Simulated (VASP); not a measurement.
# Mg (Im-3m) in VASP: further runs

Runs on Mg. Level: PBE. Tasks: single point.

All numbers are computed with VASP 6.6.1; they aren't measurements. Logs are shortened: lines on timing, memory, paths and dates and some standing lists are left out, and cuts for length are marked.

### Step 1. The crystal as given

Symmetry: Im-3m, No. 229, cubic system. The conventional cell has a = 3.596 Å, b = 3.596 Å, c = 3.596 Å, α = 90.00°, β = 90.00°, γ = 90.00°. Mg (site symmetry m-3m) is surrounded by 8 Mg at 3.11 Å.

The cell was built by a generator and needn't be a form met in nature.

### Step 2. Single point, PBE

The input, INCAR:

```
SYSTEM = Mg
PREC = Accurate ; ENCUT = 520
EDIFF = 1E-6 ; ISMEAR = 0
SIGMA = 0.05 ; LREAL = .FALSE.
LASPH = .TRUE. ; NELM = 80
ALGO = Fast ; ISIF = 2
LWAVE = .FALSE. ; LCHARG = .FALSE.
GGA = PE ; NBANDS = 7
```

The input, KPOINTS:

```
regular mesh
0
G
  8 8 8
  0 0 0
```

The input, POSCAR:

```
Mg
1.0
   -1.7982377300      1.7982377300      1.7982377300
    1.7982377300     -1.7982377300      1.7982377300
    1.7982377300      1.7982377300     -1.7982377300
Mg
1
Direct
    0.0000000000      0.0000000000      0.0000000000
```

Potentials or basis: VASP PAW PBE potentials, release 64 (Mg).

Command:

```bash
cat potpaw_PBE.64/Mg/POTCAR > POTCAR
mpirun -np 1 vasp_std > vasp.out
```

OUTCAR:

```text
SYSTEM = Mg
   PREC = Accurate
   ENCUT = 520
   EDIFF = 1E-6
   ISMEAR = 0
   LREAL = .FALSE.
   LASPH = .TRUE.
   NELM = 80
   ISIF = 2
   GGA = PE

 ion  position               nearest neighbor table
   1  0.000  0.000  0.000-

  LATTYP: Found a body centered cubic cell.
 ALAT       =     3.5964754600

  Lattice vectors:

 A1 = (  -1.7982377300,   1.7982377300,   1.7982377300)
 A2 = (   1.7982377300,  -1.7982377300,   1.7982377300)
 A3 = (   1.7982377300,   1.7982377300,  -1.7982377300)

Analysis of symmetry for initial positions (statically):
=====================================================================
 Subroutine PRICEL returns:
 Original cell was already a primitive cell.

 Routine SETGRP: Setting up the symmetry group for a
 body centered cubic supercell.

 Subroutine GETGRP returns: Found 48 space group operations
 (whereof 48 operations were pure point group operations)
 out of a pool of 48 trial point group operations.

The static configuration has the point symmetry O_h .

Analysis of symmetry for dynamics (positions and initial velocities):
=====================================================================
 Subroutine PRICEL returns:
 Original cell was already a primitive cell.

 Routine SETGRP: Setting up the symmetry group for a
 body centered cubic supercell.

 Subroutine GETGRP returns: Found 48 space group operations
 (whereof 48 operations were pure point group operations)
 out of a pool of 48 trial point group operations.

The dynamic configuration has the point symmetry O_h .

 Subroutine INISYM returns: Found 48 space group operations
 (whereof 48 operations are pure point group operations),
 and found     1 'primitive' translations

----------------------------------------------------------------------------------------

                                     Primitive cell

  volume of cell :      23.2596

  direct lattice vectors                    reciprocal lattice vectors
    -1.798237730  1.798237730  1.798237730     0.000000000  0.278050000  0.278050000
     1.798237730 -1.798237730  1.798237730     0.278050000  0.000000000  0.278050000
     1.798237730  1.798237730 -1.798237730     0.278050000  0.278050000  0.000000000

  length of vectors
     3.114639112  3.114639112  3.114639112     0.393222080  0.393222080  0.393222080

  position of ions in fractional coordinates (direct lattice)
     0.000000000  0.000000000  0.000000000

  ion indices of the primitive-cell ions
   primitive index   ion index
                 1           1

----------------------------------------------------------------------------------------

 KPOINTS: regular mesh

Automatic generation of k-mesh.
 Grid dimensions read from file:
 generate k-points for:    8    8    8

 Generating k-lattice:

  Cartesian coordinates                     Fractional coordinates (reciprocal lattice)
     0.000000000  0.034756250  0.034756250     0.125000000  0.000000000  0.000000000
     0.034756250  0.000000000  0.034756250     0.000000000  0.125000000  0.000000000
     0.034756250  0.034756250  0.000000000     0.000000000  0.000000000  0.125000000

  Length of vectors
     0.049152760  0.049152760  0.049152760

  Shift w.r.t. Gamma in fractional coordinates (k-lattice)
     0.000000000  0.000000000  0.000000000

 Subroutine IBZKPT returns following result:
 ===========================================

 Found     29 irreducible k-points:

 Following reciprocal coordinates:
            Coordinates               Weight
  0.000000  0.000000  0.000000      1.000000
  0.125000  0.000000  0.000000     12.000000
  0.250000  0.000000  0.000000     12.000000
  0.375000  0.000000  0.000000     12.000000
  0.500000  0.000000  0.000000      6.000000
  0.125000  0.125000  0.000000     24.000000
[... 16 lines left out ...]
 -0.250000  0.250000  0.250000      6.000000
 -0.375000  0.375000  0.250000     24.000000
 [... further k-points ...]
   k-points           NKPTS =     29   k-points in BZ     NKDIM =     29   number of bands    NBANDS=      7
   number of dos      NEDOS =    301   number of ions     NIONS =      1
   total plane-waves  NPLWV =  13824
   dimension x,y,z NGX =    24 NGY =   24 NGZ =   24
   dimension x,y,z NGXF=    48 NGYF=   48 NGZF=   48
   ions per type =               1
   NGX,Y,Z   is equivalent  to a cutoff of  12.81, 12.81, 12.81 a.u.
   NGXF,Y,Z  is equivalent  to a cutoff of  25.62, 25.62, 25.62 a.u.
 SYSTEM =  Mg
   PREC   = accura    normal or accurate (medium, high low for compatibility)
   ISTART =      0    job   : 0-new  1-cont  2-samecut
   ICHARG =      2    charge: 1-file 2-atom 10-const
   ISPIN  =      1    spin polarized calculation?
   LNONCOLLINEAR =      F non collinear calculations
   LSORBIT =      F    spin-orbit coupling
   LASPH  =      T    aspherical Exc in radial PAW
   ENCUT  =  520.0 eV  38.22 Ry    6.18 a.u.   5.79  5.79  5.79*2*pi/ulx,y,z
   NELM   =     80;   NELMIN=  2; NELMDL= -5     # of ELM steps
   EDIFF  = 0.1E-05   stopping-criterion for ELM
   LREAL  =      F    real-space projection
   EDIFFG = 0.1E-04   stopping-criterion for IOM
   NSW    =      0    number of steps for IOM
   IBRION =     -1    ionic relax: 0-MD 1-quasi-New 2-CG
   NFREE  =      0    steps in history (QN), initial steepest desc. (CG)
   ISIF   =      2    stress and relaxation
   ISYM   =      2    0-nonsym 1-usesym 2-fastsym
   POTIM  = 0.5000    time-step for ionic-motion
   TEBEG  =    0.0;   TEEND  =   0.0 temperature during run
   PSTRESS=    0.0 pullay stress
   NELECT =       2.0000    total number of electrons
   NUPDOWN=      -1.0000    fix difference up-down
   EMIN   =  10.00;   EMAX   =-10.00  energy-range for DOS
   EFERMI =   0.00;   METHOD = LEGACY
   ISMEAR =     0;   SIGMA  =   0.05  broadening in eV -4-tet -1-fermi 0-gaus
   EFERMI_NEDOS =   21; number of points for ismear=-14 and -15
   IALGO  =     68    algorithm
   IMIX   =      4    mixing-type and parameters
     AMIX     =   0.40;   BMIX     =  1.00
     AMIX_MAG =   1.60;   BMIX_MAG =  1.00
  volume/ion in A,a.u.               =      23.26       156.96
  Fermi-wavevector in a.u.,A,eV,Ry     =   0.722577  1.365473  7.103849  0.522118
  Thomas-Fermi vector in A             =   1.812575
   LORBIT       =      0    0 simple, 1 ext, 2 COOP (PROOUT), +10 PAW based schemes
   GGA     = PE    functional components
   LHFCALC =     F    Hartree Fock is set to
   AEXX    =    0.0000 exact exchange contribution
   IVDW    =     0    specifies the selected vdW correction
   LEPSILON=     F    determine dielectric tensor
   LRPA    =     F    only Hartree local field effects (RPA)
 non-spin polarized calculation
 RMM-DIIS sequential band-by-band and
 Gauss-broadening in eV      SIGMA  =   0.05
  energy-cutoff  :      520.00
  volume of cell :       23.26
 maximum number of plane-waves:       638
   NGX = 11   NGY = 11   NGZ = 11

 number of electron       2.0000000 magnetization

 Free energy of the ion-electron system (eV)
  ---------------------------------------------------
  ext. energy  EPLUGINS =         0.00000000
  ---------------------------------------------------
  free energy    TOTEN  =        -1.46896727 eV

  energy without entropy =       -1.46819852  energy(sigma->0) =       -1.46858289

 E-fermi :   2.4469     XC(G=0):  -8.4549

 val. band max:        2.3640323997   @ k =  -0.3750   0.5000   0.2500
 cond. band min:       2.4519963977   @ k =   0.5000   0.5000   0.2500
 fundamental gap:      0.0879639980
 Fermi energy:         2.4468501320

 k-point     1 :       0.0000    0.0000    0.0000
  band No.  band energies     occupation
      1      -4.3068      2.00000
      2      15.5098      0.00000
      3      15.5098      0.00000
      4      15.5098      0.00000
      5      17.5120      0.00000
      6      17.5120      0.00000
      7      17.5156      0.00000

 k-point     2 :       0.1250    0.0000    0.0000
  band No.  band energies     occupation
      1      -3.9426      2.00000
      2      12.3311      0.00000
      3      14.1631      0.00000
      4      14.2576      0.00000
      5      15.5367      0.00000
      6      16.2279      0.00000
      7      17.9988      0.00000

 k-point     3 :       0.2500    0.0000    0.0000
  band No.  band energies     occupation
      1      -2.8583      2.00000
      2       8.1625      0.00000
      3      12.5395      0.00000
      4      12.9102      0.00000
      5      13.9592      0.00000
      6      15.1291      0.00000
      7      19.0832      0.00000

 k-point     4 :       0.3750    0.0000    0.0000
  band No.  band energies     occupation
      1      -1.0784      2.00000
      2       4.4918      0.00000
      3      11.5093      0.00000
      4      12.0834      0.00000
      5      13.0078      0.00000
      6      14.2745      0.00000
      7      20.4071      0.00000

 k-point     5 :       0.5000    0.0000    0.0000
  band No.  band energies     occupation
      1       1.1152      2.00000
      2       1.6660      2.00000
      3      11.1614      0.00000
      4      11.8075      0.00000
      5      12.6910      0.00000
      6      13.9616      0.00000
      7      21.5494      0.00000

 k-point     6 :       0.1250    0.1250    0.0000
  band No.  band energies     occupation
      1      -3.2184      2.00000
      2      10.1508      0.00000
      3      10.7390      0.00000
      4      13.1182      0.00000
      5      15.6063      0.00000
      6      16.3079      0.00000
      7      18.7061      0.00000

 k-point     7 :       0.2500    0.1250    0.0000
  band No.  band energies     occupation
      1      -1.7860      2.00000
      2       6.4791      0.00000
      3       9.1982      0.00000
      4      11.9390      0.00000
      5      14.7307      0.00000
      6      16.8059      0.00000
      7      18.2343      0.00000
[... 121 lines left out ...]
 k-point    20 :      -0.3750    0.5000    0.1250
  band No.  band energies     occupation
      1       1.0045      2.00000
      2       3.7972      0.00000
      3       6.5970      0.00000
      4      12.0624      0.00000
      5      14.3139      0.00000
      6      14.9968      0.00000
      7      17.3895      0.00000

 k-point    21 :      -0.3750   -0.3750    0.1250
  band No.  band energies     occupation
      1       3.1193      0.00000
      2       3.1193      0.00000
      3       4.2164      0.00000
      4      13.9363      0.00000
      5      13.9363      0.00000
      6      14.0482      0.00000
      7      15.8577      0.00000

 k-point    22 :       0.2500    0.2500    0.2500
  band No.  band energies     occupation
      1       3.7820      0.00000
      2       3.7820      0.00000
      3       3.7820      0.00000
      4       5.5355      0.00000
      5      22.7656      0.00000
      6      22.7657      0.00000
      7      23.9537      0.00000

 k-point    23 :      -0.2500    0.2500    0.2500
  band No.  band energies     occupation
      1      -1.4305      2.00000
      2       8.9172      0.00000
      3       8.9172      0.00000
      4       9.4673      0.00000
      5      11.5368      0.00000
      6      18.3443      0.00000
      7      19.4449      0.00000

 k-point    24 :      -0.3750    0.3750    0.2500
  band No.  band energies     occupation
      1       0.3227      2.00000
      2       5.7812      0.00000
      3       7.9692      0.00000
      4       9.2628      0.00000
      5      11.7521      0.00000
      6      16.6312      0.00000
      7      18.2013      0.00000

 [... further k-points ...]

------------------------ aborting loop because EDIFF is reached ----------------------------------------

  FORCE on cell =-STRESS in cart. coord.  units (eV):
  Direction    XX          YY          ZZ          XY          YZ          ZX
  --------------------------------------------------------------------------------------
  -------------------------------------------------------------------------------------
  Total       -0.1080870     -0.1080870     -0.1080870      0.0000000      0.0000000      0.0000000
  in kB       -7.4453070     -7.4453070     -7.4453070      0.0000000      0.0000000      0.0000000
  external PRESSURE =      -7.4453070 kB  Pullay stress =       0.0000000 kB

 VOLUME and BASIS-vectors are now :
 -----------------------------------------------------------------------------
  energy-cutoff  :      520.00
  volume of cell :       23.26
      direct lattice vectors                 reciprocal lattice vectors
    -1.798237730  1.798237730  1.798237730     0.000000000  0.278050000  0.278050000
     1.798237730 -1.798237730  1.798237730     0.278050000  0.000000000  0.278050000
     1.798237730  1.798237730 -1.798237730     0.278050000  0.278050000  0.000000000

 POSITION                                       TOTAL-FORCE (eV/Angst)
 -----------------------------------------------------------------------------------
      0.00000      0.00000      0.00000         0.000000     -0.000000      0.000000
 -----------------------------------------------------------------------------------
    total drift:                                0.000000      0.000000      0.000000

  FREE ENERGIE OF THE ION-ELECTRON SYSTEM (eV)
  ---------------------------------------------------
  free  energy   TOTEN  =        -1.4689672654 eV

  energy  without entropy=       -1.4681985241  energy(sigma->0) =       -1.46858289
```

Run time: 1.8 s. Hardware: 1 thread of Intel Xeon 6975P-C (Granite Rapids), shared host; peak memory 0.13 GiB.

Results:

| Property | Result |
| --- | --- |
| Free energy | -1.4690 eV |
| Pressure | -0.7 GPa |
| Band gap on the k mesh | none (metal or under the smearing width) |

### Step 3. Single point, PBE

This run uses another cell than the first one, of 23.16 Å³/atom, 0.996 times its volume.

The input, INCAR:

```
ALGO = Normal ; EDIFF = 1E-7
ENCUT = 520 ; GGA = PE
ISIF = 2 ; ISMEAR = 0
LASPH = True ; LCHARG = True
LELF = True ; LREAL = False
LVHAR = True ; LWAVE = False
NBANDS = 7 ; NELM = 60
PREC = Accurate ; SIGMA = 0.05
```

The input, KPOINTS:

```
k-points
0
Gamma
  8 8 8
```

The input, POSCAR:

```
Mg
1.0
   -1.7957569852      1.7957569852      1.7957569852
    1.7957569852     -1.7957569852      1.7957569852
    1.7957569852      1.7957569852     -1.7957569852
Mg
1
Direct
    0.0000000000      0.0000000000      0.0000000000
```

Potentials or basis: VASP PAW PBE potentials, release 64 (Mg).

Command:

```bash
cat potpaw_PBE.64/Mg/POTCAR > POTCAR
mpirun -np 1 vasp_std > vasp.out
```

Run time: 2.2 s. Hardware: 1 thread of Intel Xeon 6975P-C (Granite Rapids), shared host; peak memory 0.13 GiB.

Results (log left out):

```
Free energy            : -1.4694 eV
Pressure               : -0.6 GPa
Band gap on the k mesh : none (metal or under the smearing width)
```

Levels at points of the mesh, in eV from the Fermi level:
```csv
k point,band 1,band 2,band 3,band 4,band 5,band 6
"(0.00, 0.00, 0.00)",-6.77,13.09,13.09,13.09,15.10,15.10
"(0.50, 0.00, 0.00)",-1.34,-0.78,8.73,9.40,10.27,11.55
"(0.50, 0.50, 0.50)",3.97,3.97,3.97,4.14,4.14,7.54
```
